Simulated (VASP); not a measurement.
The system is CdS (Greenockite).

```xyz
4
Lattice="4.1500 0.0000 0.0000 -2.0750 3.5940 0.0000 0.0000 0.0000 6.7370" Properties=species:S:1:pos:R:3 pbc="T T T"
Cd    0.0000    2.3960    0.0000
Cd    2.0750    1.1980    3.3685
S     0.0000    2.3960    2.5264
S     2.0750    1.1980    5.8949
```

```yaml
Program: VASP 6.6.1
Task: relaxation of cell and atoms
Functional: PBE
Potentials_or_basis: VASP PAW PBE potentials, release 64 (Cd, S)
Cutoff: 600 eV
k_mesh: 9 × 9 × 4
Occupations: gaussian, width 0.03 eV
Spin: no spin polarisation
```

At the start: pressure 2.4 GPa; volume 25.12 Å³/atom.

Q: Where does the relaxation end?

A: Over 5 steps the energy falls by 7.7 meV/atom and the volume is 26.14 Å³/atom (+4.1 %); space group P6_3mc (No. 186, to 0.05 Å).

Step by step:
```
step  energy change (eV)  largest force (eV/Å)  pressure (GPa)  volume (Å³)
   1              0.0000                0.0696            2.38       100.48
   2             -0.0279                0.0022           -0.67       106.01
   3             -0.0307                0.0149           -0.01       104.66
   4             -0.0307                0.0159            0.00       104.57
   5             -0.0308                0.0076            0.05       104.56
```

Final structure:
```cif
data_structure
_symmetry_space_group_name_H-M 'P 1'
_symmetry_Int_Tables_number 1
_cell_length_a 4.1998
_cell_length_b 4.1998
_cell_length_c 6.8451
_cell_angle_alpha 90.000
_cell_angle_beta 90.000
_cell_angle_gamma 120.000
_cell_volume 104.56
loop_
_atom_site_label
_atom_site_type_symbol
_atom_site_fract_x
_atom_site_fract_y
_atom_site_fract_z
_atom_site_occupancy
Cd1 Cd 0.33333 0.66667 0.99952 1
Cd2 Cd 0.66667 0.33333 0.49952 1
S1 S 0.33333 0.66667 0.37548 1
S2 S 0.66667 0.33333 0.87548 1
```
